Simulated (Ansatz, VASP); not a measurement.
One calculation of LiCl, two programs

```
Li Cl
1.0
     0.02624    2.44745    2.47079
     2.49584    0.00118    2.49584
     2.47079    2.44745    0.02624
Li Cl
1 1
Direct
  0.99801 0.07086 0.99801
  0.50199 0.42914 0.50199
```

Alike in both runs: task single point; functional PBE; k mesh 8 × 8 × 8; occupations gaussian, width 0.02 eV; no spin polarisation.

|  | VASP | Ansatz |
| --- | --- | --- |
| version | VASP 6.6.1 | Ansatz 0.2.0 |
| potentials or method | VASP PAW PBE potentials, release 64 (Li_sv, Cl) | scalar-relativistic, plane waves, PAW |
| plane-wave cutoff (eV) | 520 | 420 |
| valence electrons in the cell | 10 | 10 |

```csv
,VASP,Ansatz,Ansatz less VASP
gap on the k mesh at the Fermi level (eV),6.88,6.87,-0.011
least direct gap on the mesh (eV),6.88,6.87,-0.011
rms of the force components (eV/Å),0.541,0.531,-0.0102
```

Atom by atom the forces differ by 0.010 eV/Å (rms over components).

 A k mesh can miss the band edges.
